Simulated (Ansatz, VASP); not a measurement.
## One calculation of Se, two programs

Contents of INCAR:

```
ALGO = Normal ; EDIFF = 1E-6
ENCUT = 520 ; ISIF = 2
ISMEAR = -1 ; LASPH = T
LCHARG = F ; LREAL = F
LWAVE = F ; NBANDS = 16
NELM = 100 ; PREC = Accurate
SIGMA = 1.0
```

KPOINTS

```
k-points
0
Gamma
  9 9 6
```

POSCAR

```
Se
1.0
    3.9534579885      0.0000000000      0.0000000000
   -1.9767289943      3.4237950508      0.0000000000
    0.0000000000      0.0000000000      5.1205317866
Se
3
Direct
    0.2543546533      1.0000000000      0.3333333333
    1.0000000000      0.2543546533      0.6666666667
    0.7456453467      0.7456453467      1.0000000000
```

Input for Ansatz:

```yaml
crystal:
  lattice:
    - [3.9534579885, 0.0, 0.0]
    - [-1.9767289943, 3.4237950508, 0.0]
    - [0.0, 0.0, 5.1205317866]
  atoms:
    - { symbol: Se, position: [0.2543546533, 1.0, 0.3333333333] }
    - { symbol: Se, position: [1.0, 0.2543546533, 0.6666666667] }
    - { symbol: Se, position: [0.7456453467, 0.7456453467, 1.0] }
hamiltonian:
  xc: lda
  pseudopotentials:
    kind: paw
    azcp:
      Se: "pseudopotentials/Se.paw.azcp"
basis:
  ecutwfc: 420
  fft_grid_basis: typed
kpoints:
  mp_grid: { grid: [9, 9, 6], shift: [0, 0, 0] }
magnetization:
  spin_polarized: false
scf:
  occupations: { method: fermi_dirac, width: 1.0 }
  lower_state_search: "off"
output:
  stress: true
```

Alike in both runs: task single point; functional LDA; k mesh 9 × 9 × 6; occupations fermi-dirac, width 1 eV; no spin polarisation.

|  | VASP | Ansatz |
| --- | --- | --- |
| version | VASP 6.6.1 | Ansatz 0.2.0 |
| potentials or method | VASP PAW LDA potentials, release 64 (Se) | plane waves (420 eV) with PAW, scalar-relativistic |
| plane-wave cutoff (eV) | 520 | 420 |
| valence electrons in the cell | 18 | 48 |

```csv
,VASP,Ansatz,Ansatz less VASP
pressure (GPa),6.9,6.7,-0.21
largest component of the traceless stress (GPa),2.60,2.52,-0.082
```

The two sets of potentials don't hold the same shells in valence. Ansatz warned: «pseudo_functional_mismatch».
